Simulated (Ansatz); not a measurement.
## CuO: what the smearing entropy tells about the Fermi level

The calculation used Ansatz, DFT PBEsol, scalar-relativistic, plane waves, PAW.

```xyz
4
Lattice="2.8795 0.0000 0.0000 0.0391 2.8793 0.0000 0.0175 0.0172 5.1763" Properties=species:S:1:pos:R:3 pbc="T T T"
Cu    1.4485    0.0086    2.5882
Cu    0.0195    1.4396    0.0000
O     0.0479    2.8788    1.2947
O     2.8881    0.0177    3.8817
```

The plane-wave cutoff is 420 eV and the Γ-centred k-mesh is 14×14×8. The spin treatment is unpolarised.

The same metal under several smearings of width σ, on one mesh. F is the free energy, TS the smearing's entropy term for the cell of 4 atoms, and E = F + TS. Gaussian occupations are ½ erfc[(ε − μ)/σ], and N counts both spins.

```tsv
rule	σ (eV)	F − F(narrowest) (meV/atom)	TS (meV/cell)
Fermi–Dirac	0.01	0.000	1.016
Fermi–Dirac	0.05	-2.572	19.975
Fermi–Dirac	0.1	-9.742	75.399
Fermi–Dirac	0.5	-208.032	1564.249
Gaussian	0.1	-1.599	12.854
Gaussian	0.2	-6.068	45.872
Gaussian	0.3	-13.182	102.593
Gaussian	0.5	-36.060	283.155
```

Q: For a density of states N (both spins) that is flat over the smeared range, TS = Nσ²/2 (Gaussian) and (π²/3)Nσ² (Fermi–Dirac). What N does each run give?

A:
```
       rule  σ (eV) N (states/eV a cell)
Fermi–Dirac    0.01                  3.09
Fermi–Dirac    0.05                  2.43
Fermi–Dirac     0.1                  2.29
Fermi–Dirac     0.5                  1.90
   Gaussian     0.1                  2.57
   Gaussian     0.2                  2.29
   Gaussian     0.3                  2.28
   Gaussian     0.5                  2.27
```

Equal entropy needs σ_Gauss = π√(2/3) σ_FD = 2.57 σ_FD, so a Fermi–Dirac width acts like a Gaussian one 2.57 times as large. At moderate widths N lies between 2.28 and 2.57. The drift shows structure in the density of states within the smeared window (a rise with width points to a dip at the Fermi level, a fall to a peak or a steep flank), or a mesh too coarse for the narrower widths. At the narrowest widths only the few mesh levels within σ of μ count, so N can scatter there.

Q: To second order F = E0 − TS/2 and E = E0 + TS/2. How well does E0 = (E + F)/2 undo the smearing?

A:
```
       rule  σ (eV) F − E0(narrowest) (meV/atom) (E + F)/2 − E0(narrowest) (meV/atom)
Fermi–Dirac    0.01                         -0.13                                  0.00
Fermi–Dirac    0.05                         -2.70                                 -0.20
Fermi–Dirac     0.1                         -9.87                                 -0.44
Fermi–Dirac     0.5                       -208.16                                -12.63
   Gaussian     0.1                         -1.73                                 -0.12
   Gaussian     0.2                         -6.19                                 -0.46
   Gaussian     0.3                        -13.31                                 -0.48
   Gaussian     0.5                        -36.19                                 -0.79
```

At Gaussian 0.3 eV the free energy is off by -13.31 meV/atom and the mean by -0.48. What remains is of order σ⁴ plus the mesh error of the narrowest run, which is no exact reference. Forces and stress are derivatives of F, not of E0, so they keep the σ² error.